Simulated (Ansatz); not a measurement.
# Sb (R-3m) in Ansatz: settings compared, part 2 of 2

Ansatz 0.2.0.

## (4) Single point, PBE

File input.yaml:

```yaml
crystal:
  lattice:
    - [2.1542, 1.2437279499, 3.758]
    - [-2.1542, 1.2437279499, 3.758]
    - [0.0, -2.4874558998, 3.758]
  atoms:
    - { symbol: Sb, position: [0.76651, 0.76651, 0.76651] }
    - { symbol: Sb, position: [0.23349, 0.23349, 0.23349] }
kpoints:
  mp_grid: { grid: [8, 8, 8] }
scf:
  occupations: { method: gaussian, width: 0.022 }
hamiltonian:
  xc: pbe
  pseudopotentials: { kind: all_electron, lapw: { basis_error: 0.001 } }
output:
  forces: true
  stress: true
  eigenvalues: true
```

Potentials or basis: all-electron LAPW, scalar-relativistic.

Started as:

```console
> ansatz run input.yaml --threads 1 --pin off --max-ram 3072MiB --backend cpu --events-out ev --progress --plain --runs-dir out
```

The log of the run:

```text
Warning: RAYON_NUM_THREADS=1 ignored (pool sized by the plan → 1); use --threads N
LAPW: plane waves up to 7.767 Å⁻¹, error target 1.0e-3 eV per atom; small_component_spin mean_spin; Sb in spheres of 1.454 Å, 23 of its electrons in bands, Dirac shells [] (how accurate: hamiltonian.pseudopotentials.lapw.basis_error, Limitations)
Engine: ansatz 0.2.0, aarch64-unknown-linux-gnu
Pseudopotentials: kind: all_electron
Pseudopotential: Sb, LAPW, valence charge 23, lapw/all_electron/scalar/gaussian/Sb, Koelling and Harmon's equation, gaussian nucleus
Functional definition: PBE
  parameter kappa = 0.804
  parameter beta = 0.06672455060314922
  exchange = pbe_x(kappa = kappa, mu = beta*pi^2/3)
  correlation = pbe_c(beta = beta)
Crystal: 2 atoms, lattice volume = 60.411 Å³
Basis set: ecut = 229.83639198486847 eV, 489 PW (Γ), exchange–correlation at level 2
Bands: 28, of which v1, the nominal top of the filled ones, is band 23 counted from 1 (22 counted from 0)
Symmetry: 12 space group operations
Space group: R-3m (ITA 166), of the structure as read, at distance tolerance 3.9e-5 Å
k-points: 65 of 512
Non-local potential: Sb, projectors of the file, none
Initial density: superposition of atomic densities (chi_scale 0.1, normalization cell)
Initial wavefunctions: plane waves of lowest kinetic energy (no species holds an atomic orbital)
Functional: x = pbe(κ = 0.804, μ = 0.2195149727645171), c = pbe(β = 0.06672455060314922)
iter 1 solved again at ethr=1.68e-4 eV; its pass at ethr=1.00e-1 eV (dr2=7.74e-2 eV) is discarded
SCF iter   1: F=—  HF=-352736.363686 eV  |F-HF|=—  |Δ(HF+E_count)|=         —  Δρ=1.24e-2  dr2=7.84e-2  ethr=1.68e-4  ⟨swp⟩=3.0  Hψ=12052  notcnv=0
preconditioner: auto → none  [insulator: Δε(μ)=0.049 eV  Ē_g=9.475 eV  σ=0.022 eV  W_gap=0.51  n_scr=14 (ndim 8)  ℏωp=15.1 eV  f_vac=0.017  D(μ)=0.66/eV (n_scr^D=0)  ε∞_Penn≈3.5]
SCF iter   2: F=—  HF=-352736.362638 eV  |F-HF|=—  |Δ(HF+E_count)|=   1.05e-3  Δρ=6.09e-3  dr2=1.90e-2  ethr=1.68e-4  ⟨swp⟩=2.0  Hψ=5563  notcnv=0
iter 3 solved again at ethr=9.68e-8 eV; its pass at ethr=4.14e-5 eV (dr2=4.45e-5 eV) is discarded
SCF iter   3: F=—  HF=-352736.364531 eV  |F-HF|=—  |Δ(HF+E_count)|=   1.89e-3  Δρ=3.41e-4  dr2=4.45e-5  ethr=9.68e-8  ⟨swp⟩=2.1  Hψ=9384  notcnv=0
SCF iter   4: F=—  HF=-352736.364161 eV  |F-HF|=—  |Δ(HF+E_count)|=         —  Δρ=9.46e-5  dr2=4.38e-6  ethr=9.66e-8  ⟨swp⟩=3.0  Hψ=5575  notcnv=0
the basis was enlarged: its passes take 70.0 KiB over the memory plan, 1 of 1 planned eigensolver slots
SCF iter   5: F=—  HF=-352736.364167 eV  |F-HF|=—  |Δ(HF+E_count)|=   6.16e-6  Δρ=3.01e-5  dr2=8.84e-7  ethr=9.53e-9  ⟨swp⟩=3.0  Hψ=5666  notcnv=0
SCF iter   6: F=—  HF=-352736.364167 eV  |F-HF|=—  |Δ(HF+E_count)|=   2.21e-7  Δρ=9.15e-6  dr2=1.14e-7  ethr=1.92e-9  ⟨swp⟩=3.0  Hψ=5541  notcnv=0
SCF iter   7: F=-352736.364167 eV  HF=-352736.364167 eV  |F-HF|=3.90e-9  |Δ(HF+E_count)|=   4.48e-9  Δρ=2.23e-6  dr2=3.46e-9  ethr=2.47e-10  ⟨swp⟩=2.7  Hψ=5411  notcnv=0
SCF 1 converged in 7 iterations: F = -352736.364167 eV  dr2 = 3.46e-9
the search or the solves at the SCF's close seem to have found levels that the self-consistency loop had missed (the run counts 1). By its estimate they hold under 1e-12 electrons; where the run keeps them, the occupations were computed again with them
SCF converged after 7 iterations
Free energy (F): -352736.364167 eV
Harris-Foulkes:  -352736.364167 eV  (|F-HF|=3.90e-9)
Internal energy: -352736.363991 eV  (E = F + TS)
E sigma→0 (E₀):  -352736.364079 eV
Entropy (-TS):   -0.000176 eV (-0.088 meV/atom)
Fermi energy:    12.827704 eV
--- Per-component energies (eV) ---
  E_band       = -1804.208052
  E_kinetic    = 371745.241959
  E_xc         = -9287.643356
  E_electrostatic = -715193.962595  (all electrons and nuclei)
  E_smearing   = -0.000176  (= −TS)
  E_closure    = 0.000000  (closes the sum)
  E_atoms      = -352728.128962  (free atoms, spherical and without spin; not in F)
  Σ components = -352736.364167   (vs F -352736.364167, Δ=0.00e0)
  Basis errors (estimates in eV, not in F): energy 4.1e-4 per atom: plane waves 3.8e-4 (2.1e-4 summed), levels above the bands 0.0e0, relativity 9.4e-9, radial functions 3.8e-5, core shells 4.3e-9; eigenvalues (radial functions only) 2.6e-7; not estimated: angular momenta, meshes, grids; target (lapw.basis_error) 1.0e-3; muffin-tin radii Sb 1.454 Å
--- Forces (eV/Å), atoms counted from 1 ---
  atom   1  Sb     0.00000000    -0.00000000    -0.14152763
  atom   2  Sb     0.00000000     0.00000000     0.14152763
  max |Σ_I F_I| component: 9.25e-18 eV/Å
--- Stress (GPa, compression-positive) ---
        2.943796      -0.000000       0.000000
       -0.000000       2.943796       0.000000
        0.000000      -0.000000       2.235929
  P = ⅓ Tr σ = 2.7078 GPa (27.078 kbar)
--- Band table (eV; the first three rows and the last of 65) ---
  k-point 0: bands = ["-131.8128", "-131.8121", "-84.7897", "-84.7897", "-84.7855", "-84.7855", "-84.7722", "-84.7690", "-16.7385", "-16.7385", "-16.6505", "-16.6505", "-16.6269", "-16.5373", "-16.5373", "-16.5323", "-16.4564", "-16.4564", "0.0025", "7.9091", "10.6551", "10.9269", "10.9269", "14.8122", "15.4247", "15.4247", "17.8681", "17.8681"]
  k-point 1: bands = ["-131.8128", "-131.8121", "-84.7897", "-84.7896", "-84.7856", "-84.7855", "-84.7721", "-84.7691", "-16.7324", "-16.7296", "-16.6475", "-16.6454", "-16.6230", "-16.5414", "-16.5403", "-16.5360", "-16.4654", "-16.4630", "0.1751", "7.1844", "10.6966", "10.8870", "11.1961", "14.7002", "14.9855", "15.0233", "17.3225", "17.7682"]
  k-point 2: bands = ["-131.8127", "-131.8122", "-84.7897", "-84.7893", "-84.7861", "-84.7855", "-84.7717", "-84.7694", "-16.7160", "-16.7045", "-16.6401", "-16.6312", "-16.6116", "-16.5532", "-16.5530", "-16.5426", "-16.4894", "-16.4804", "0.6878", "5.7272", "10.7160", "10.8174", "11.6419", "13.9849", "14.1012", "14.1828", "17.6741", "18.2970"]
  k-point 64: bands = ["-131.8127", "-131.8121", "-84.7894", "-84.7894", "-84.7857", "-84.7857", "-84.7717", "-84.7695", "-16.6897", "-16.6897", "-16.6324", "-16.6324", "-16.6069", "-16.5506", "-16.5506", "-16.5504", "-16.5097", "-16.5097", "1.5444", "3.7290", "11.4125", "11.4125", "12.2726", "12.8543", "12.8543", "13.8284", "19.7540", "21.6480"]
```

Wall time 14 s (1 thread of Arm Neoverse V2, shared host); peak memory 0.35 GiB.

Results:

```
Free energy            : -352736.3642 eV
Pressure               : 2.7 GPa
Largest force          : 0.142 eV/Å
Band gap on the k mesh : none (metal or under the smearing width)
```

Forces in eV/Å, atoms in the order of the input:
```
Sb   0.000  0.000 -0.142
Sb   0.000  0.000  0.142
```

Spin-orbit coupling is left out, which matters for the levels of Sb.

## (5) Summary

| task | level | cell | k mesh | cutoff (eV) | smearing | basis error allowed | gap on the mesh (eV) | pressure (GPa) | largest force (eV/Å) |
| --- | --- | --- | --- | --- | --- | --- | --- | --- | --- |
| relaxation of cell and atoms | revPBE | relaxed | 8 × 8 × 8 | - | fermi-dirac 0.05 eV | 0.001 eV/atom | - | 0.0 | - |
| single point | PBE | as given | 6 × 6 × 6 | 201 | fermi-dirac 0.03 eV | 0.003 eV/atom | none | 2.8 | 0.07 |
| single point | PBE | as given | 8 × 8 × 8 | 230 | gaussian 0.022 eV | 0.001 eV/atom | none | 2.7 | 0.14 |

Alike in all rows: potentials or basis all-electron LAPW, scalar-relativistic; no spin polarisation.

Caveats: the k mesh is thin for a metal, which can move the energy by tens of meV per atom (some runs).

Compare energies only between runs with the same functional and basis.
